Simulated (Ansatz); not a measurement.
## CsH under changes of volume

One of the cells (32.401 Å³/atom); the others are scaled copies at fixed shape and fractional positions:

```xyz
2
Lattice="0.0000 3.1880 3.1880 3.1880 0.0000 3.1880 3.1880 3.1880 0.0000" Properties=species:S:1:pos:R:3 pbc="T T T"
Cs    0.0000    0.0000    0.0000
H     3.1880    3.1880    3.1880
```

| Quantity | Value |
| --- | --- |
| Program | Ansatz 0.2.0 |
| Functional | r2SCAN |
| Potentials or basis | Ansatz PAW |
| Cutoff | 500 eV (not typed: the program's choice for these potentials) |
| k mesh | 7 × 7 × 7 |
| Occupations | fermi-dirac, width 0.05 eV |
| Spin | no spin polarisation |

```tsv
volume (Å³/atom)	energy over the lowest point (meV/atom)	pressure (GPa)	gap on the mesh (eV)
30.457	4.09	0.7	2.85
31.105	1.80	0.4	2.87
31.753	?	?	?
32.401	0.00	0.0	2.91
33.049	0.32	-0.2	2.93
33.697	1.36	-0.3	2.94
34.345	3.05	-0.5	2.96
```

What does the run at 31.753 Å³/atom give?

Energy over the lowest point 0.47 meV/atom; pressure 0.2 GPa; gap on the mesh 2.89 eV.

Worked out: A Birch-Murnaghan fit of order 3 (a polynomial in V^(-2/3)) to the other rows has its minimum at 32.45 Å³/atom with B0 = V·E''(V) = 9.7 GPa and B' = 3.8. It gives 0.47 meV/atom at 31.753 Å³/atom, against the run's 0.47, and -dE/dV = 0.2 GPa, against 0.2. A straight line through the other rows of the gap, of slope 0.912 eV per unit of ln V (its deformation potential), gives 2.89 eV, against the run's 2.89.

Energies are extrapolated to zero smearing.

Caveats: odd divisions of the mesh miss points on the zone boundary, where band edges often lie, so the gap on the mesh can be too wide; spin-orbit coupling is left out, which moves the levels of the heavy elements; the PAW data sets come from PBE, with cores solved anew for the run's functional, which leaves a small shift of forces and pressure.

A mesh can miss the band edges.
